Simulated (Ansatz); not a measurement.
Consider the formal exchange of groups at the Si–As bond: `[SiH3][SiH](S)[AsH2]` + `OCCO` → `O[SiH]([SiH3])S` + `OCC[AsH2]`.

Calculated with Ansatz (gas phase, PBE0-D4/def2-TZVP geometries, no zero-point term in ΔE). CCSD(T)/CBS adds triple-zeta CCSD(T) − MP2 to the extrapolated MP2 energy (def2 sets, frozen cores). This one scheme is used for every species. Functionals use def2-TZVPP. B3LYP here is the variant with VWN-RPA as its local correlation; programs differ in this. For As outer-core shells are correlated without core-valence functions, which leaves a few kJ/mol of doubt a bond. Scalar relativity is left out up to krypton. One conformer a species, not always the lowest.

| level | ΔE (kJ/mol) | difference from CCSD(T)/CBS |
| --- | --- | --- |
| PBE-D4 | -80.9 | 20.0 |
| r2SCAN-D4 | -93.0 | 7.9 |
| PBE0-D4 | -84.5 | 16.4 |
| ωB97M-V | -99.0 | 1.9 |
| B2PLYP | -102.1 | -1.2 |
| PBE | -82.4 | 18.5 |
| r2SCAN | -93.4 | 7.5 |
| PBE0 | -86.0 | 14.9 |
| B3LYP | -97.4 | 3.5 |
| HF/def2-TZVPP | -106.4 | -5.5 |
| MP2/def2-TZVPP | -107.9 | -7.0 |
| SCS-MP2/def2-TZVPP | -108.2 | -7.3 |
| CCSD/def2-TZVPP | -103.2 | -2.3 |
| HF/def2-QZVPP | -108.2 | -7.3 |
| SCS-MP2/def2-QZVPP | -109.1 | -8.2 |
| CCSD/CBS(def2) | -102.8 | -1.9 |
| CCSD(T)/CBS | -100.9 | 0 |

Largest T1 diagnostic among the species: 0.012.

From PBE to PBE0 (25 % exact exchange), in def2-TZVPP and without D4, ΔE moves by −3.7 kJ/mol.

CCSD(T)/CBS has its own doubt, a few kJ/mol and more with outer-core shells, so smaller differences from it don't rank the levels.
